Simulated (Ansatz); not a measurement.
# CuO: the cost of one run

Computed with Ansatz 0.2.0 (DFT PBE, scalar-relativistic, plane waves, PAW, unless a step's input says otherwise).

### Step 1. Starting point

Symmetry: P4/mmm, No. 123, tetragonal system. The conventional cell has a = 2.450 Å, b = 2.450 Å, c = 4.443 Å, α = 90.00°, β = 90.00°, γ = 90.00°. Cu (site symmetry 4/mmm) is surrounded by 4 Cu at 2.45 Å and 8 O at 2.82 Å. Around O (site symmetry 4/mmm) lie 4 O at 2.45 Å and 8 Cu at 2.82 Å.

As a file:

```cif
data_structure
_symmetry_space_group_name_H-M 'P 1'
_symmetry_Int_Tables_number 1
_cell_length_a 2.4503
_cell_length_b 2.4503
_cell_length_c 4.4433
_cell_angle_alpha 90.000
_cell_angle_beta 90.000
_cell_angle_gamma 90.000
_cell_volume 26.68
loop_
_atom_site_label
_atom_site_type_symbol
_atom_site_fract_x
_atom_site_fract_y
_atom_site_fract_z
_atom_site_occupancy
Cu1 Cu 0.50000 0.50000 0.50000 1
O1 O 0.00000 0.00000 0.00000 1
```

Recipe of the guess: random cell by space group and Wyckoff sites (P4/mmm, No. 123). The dimensions are guesses.

### Step 2. A first look at the guess

The input, input.yaml:

```yaml
crystal:
  lattice:
    - [2.45032669, 0.0, 0.0]
    - [0.0, 2.45032669, 0.0]
    - [0.0, 0.0, 4.44333798]
  atoms:
    - { symbol: Cu, position: [0.5, 0.5, 0.5], spin: 1.0 }
    - { symbol: O, position: [0.0, 0.0, 0.0] }
basis:
  ecutwfc: 420
kpoints:
  mp_grid: { grid: [8, 8, 4] }
hamiltonian:
  xc: pbe
scf:
  occupations: { method: gaussian, width: 0.1 }
  lower_state_search: "off"
output:
  forces: true
  stress: true
  eigenvalues: true
  populations: true
magnetization:
  spin_polarized: true
```

Command:

```sh
ansatz run input.yaml --threads 1 --pin off --max-ram 2560MiB --backend cpu --events-out ev --progress --plain --runs-dir out
```

What time and memory should one allow on 1 thread of Arm Neoverse V1, shared host?

About 6.6 s, with a peak of 0.29 GiB.
